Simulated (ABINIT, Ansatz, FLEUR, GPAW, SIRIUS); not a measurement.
**Pt: programs and potentials compared**

```xyz
1
Lattice="-0.0133 1.9358 1.9445 1.9710 0.0030 1.9282 2.0009 1.9493 -0.0268" Properties=species:S:1:pos:R:3 pbc="T T T"
Pt    0.0534   -0.0121    0.0125
```

The given cell was strained at random by a few per cent at fixed volume.

Alike in all runs: task single point; functional PBEsol; k mesh 12 × 12 × 12; occupations fermi-dirac, width 0.05 eV; no spin polarisation; no spin-orbit coupling. Pressure is positive in compression and, in plane waves, holds the error of the finite cutoff.

```csv
program and potentials,plane-wave cutoff (eV),notes,band gap (eV),pressure (GPa),energy over the undisturbed cell (meV/atom)
"FLEUR, all-electron, FLAPW",-,-,?,-,?
"GPAW, PAW data sets generated for this functional",600,16 valence electrons an atom on average,no gap,-0.81,2.36
"Ansatz, all-electron LAPW, scalar-relativistic",-,-,no gap,-0.53,-
"SIRIUS, PseudoDojo 0.4.1 PBEsol standard (scalar relativistic)",1152,18 valence electrons an atom on average,no gap,-1.06,-
"ABINIT, PseudoDojo NC SR PBEsol v0.4.1 standard",1143,18 valence electrons an atom on average,no gap,-1.07,-
```

Q: Estimate from the other rows what the run with FLEUR, all-electron, FLAPW gave.

A: No band gap; energy over the undisturbed cell 2.41 meV/atom. The other rows, which needn't bracket it: pressure -1.07 to -0.53; energy over the undisturbed cell 2.36.
